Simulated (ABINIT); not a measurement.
Input of an ABINIT 10.8.3 (patched build) run:

Contents of run.abi:

```
# Datasets: one volume each
ndtset 7
getwfk -1
scalecart1 3*0.9795861087
scalecart2 3*0.9864848297
scalecart3 3*0.9932883884
scalecart4 3*1.0000000000
scalecart5 3*1.0066227096
scalecart6 3*1.0131594038
scalecart7 3*1.0196128224

# Pseudopotentials
pp_dirpath "./"
pseudos "Zn.GGA_PBE-JTH.xml, S.GGA_PBE-JTH.xml"

# Structure
acell 7.2210310021 7.2210310021 7.2210310021
rprim
     0.0000000000     0.7071067812     0.7071067812
     0.7071067812     0.0000000000     0.7071067812
     0.7071067812     0.7071067812     0.0000000000
ntypat 2
znucl 30 16
natom 2
typat 1 2
xred
     0.7500000000     0.7500000000     0.7500000000
     0.0000000000     0.0000000000     0.0000000000

# Plane-wave basis
ecut 544.227725 eV
pawecutdg 40.0

# k points
kptopt 1
ngkpt 9 9 9
nshiftk 1
shiftk 0.0 0.0 0.0

# Exchange and correlation
ixc 11

# Bands and occupations
nband 13
occopt 3
tsmear 0.00183747

# SCF cycle
nstep 100
tolvrs 1.0e-9

# Output
iomode 3
prtwf 1
prtden 0
prteig 0
prtebands 0
enunit 1
```

Potentials or basis: JTH PAW PBE v2.0.

Launch:

```console
$ abinit run.abi > log 2>&1
```

Task: What does it give for the pressure derivative of the bulk modulus?

Result: 4.5.

Task: Estimate the equilibrium volume.

Result: 20.15 Å³/atom.

Task: Estimate the bulk modulus.

Result: 70 GPa.

Energy against volume, from the lowest point:
```csv
volume (Å³/atom),energy (meV/atom)
18.543,32.36
18.938,17.69
19.332,7.72
19.727,1.95
20.121,0.00
20.516,1.41
20.910,5.89
```

Caveat: the cutoff is too short for stress, so the log's stress isn't used; pressures at fixed basis lie under the slope of the energies. PBE usually gives volumes a little too large and moduli too small.

**What was measured.**

“Electronic, vibrational, and thermodynamic properties of ZnS (zincblende and rocksalt structure)”, 2009, arxiv:0911.5022 quotes, for a bulk crystal of ZnS: bulk modulus 76.9 GPa.

Against the measured bulk modulus of ZnS, 76.9 GPa (quoted in “Electronic, vibrational, and thermodynamic properties of ZnS (zincblende and rocksalt structure)”, 2009, arxiv:0911.5022), the calculated 70 GPa is off by -9.1 %. The fit is for a static lattice scaled at fixed shape and fixed fractional positions.
